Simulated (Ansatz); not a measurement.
**Ge: strain energy, fitted**

Ge, Fd-3m, a = 5.760 Å. Ansatz: PBE, PAW, 420 eV, Γ-centred 14×14×10 mesh on 4 atoms, Gaussian smearing 0.10 eV; no spin polarisation. Series: shear of c along a, cell held, atoms relaxed; x is the strain in per cent (engineering shear). The axes a, b, c are those of the computed cell (4.073, 4.073, 5.760 Å), along [1 1 0], [-1 1 0], [0 0 1] of the cell named above. y is the free energy over the unstrained cell, V0 = 23.883 Å³/atom. Symmetry makes y even in x.

| x (%) | y (meV/atom) |
| --- | --- |
| 0.0 | 0.00 |
| 2.0 | 1.62 |
| 4.0 | 6.45 |
| 6.0 | 14.40 |
| 8.0 | 25.41 |
| 12.0 | ? |

Q: Fit y = c2 x² + c4 x⁴ to the other rows, turn c2 into a modulus, and predict the missing energy.

A: Least squares on the rows shown. y = 0.40438 x² − 0.00011530 x⁴. In eV per unit strain² c2 is 4.044; this is the shear stiffness (E = ½ C V0 γ²): 2 × 4.044 × 160.2 / (23.883) = 54 GPa. At x = 12.0 the fit asked for gives 55.84 meV/atom. The run gave 55.81 meV/atom, so the fit is 0.03 meV/atom too high, a small miss on the scale of the series. The form still works here, 50 % of the fitted range beyond its end.